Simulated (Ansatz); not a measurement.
# SnS2: the cost of one run

Method: DFT LDA, all-electron LAPW, scalar-relativistic unless said, in Ansatz 0.2.0.

### 1 Starting point

It takes space group P-3m1 (No. 164, trigonal). Conventional cell: a = 3.632 Å, b = 3.632 Å, c = 5.701 Å, α = 90.00°, β = 90.00°, γ = 120.00°. Sn (site symmetry -3m) is surrounded by 6 S at 2.56 Å. S (site symmetry 3m) is surrounded by 3 Sn at 2.56 Å.

Coordinates:

```
Sn S
1.0
     3.63222    0.00000    0.00000
    -1.81611    3.14560    0.00000
     0.00000    0.00000    5.70148
Sn S
1 2
Direct
  0.00000 0.00000 0.00000
  0.33333 0.66667 0.25731
  0.66667 0.33333 0.74269
```

Cartesian axes are those of the input's lattice vectors. The structure goes back to a database entry.

### 2 Reference run, fine mesh, LAPW

input.yaml

```yaml
crystal:
  lattice:
    - [3.63222486585, 0.0, 0.0]
    - [-1.81611243293, 3.14559900608, 0.0]
    - [0.0, 0.0, 5.70148352875]
  atoms:
    - { symbol: Sn, position: [0.0, 0.0, 0.0] }
    - { symbol: S, position: [0.333333333333, 0.666666666667, 0.257306965257] }
    - { symbol: S, position: [0.666666666667, 0.333333333333, 0.742693034743] }
kpoints:
  mp_grid: { grid: [6, 6, 4] }
scf:
  occupations: { method: fixed }
hamiltonian:
  xc: lda
  pseudopotentials: { kind: all_electron, lapw: { basis_error: 0.001 } }
output:
  forces: true
  stress: true
  eigenvalues: true
  eigenstates:
    nscf_kmesh: { grid: [10, 10, 6] }
    de_dk: true
    e_range: [-9, 11.07292618286]
checkpoint:
  write: ck
  write_wavefunctions: false
```

On the command line:

```
ansatz run input.yaml --threads 1 --pin off --max-ram 3072MiB --backend cpu --events-out ev --progress --plain --runs-dir out
```

**Question.** How long does this run take on 1 thread of Arm Neoverse V2, shared host, and how much memory does it need?

About 24 s, with a peak of 0.32 GiB.
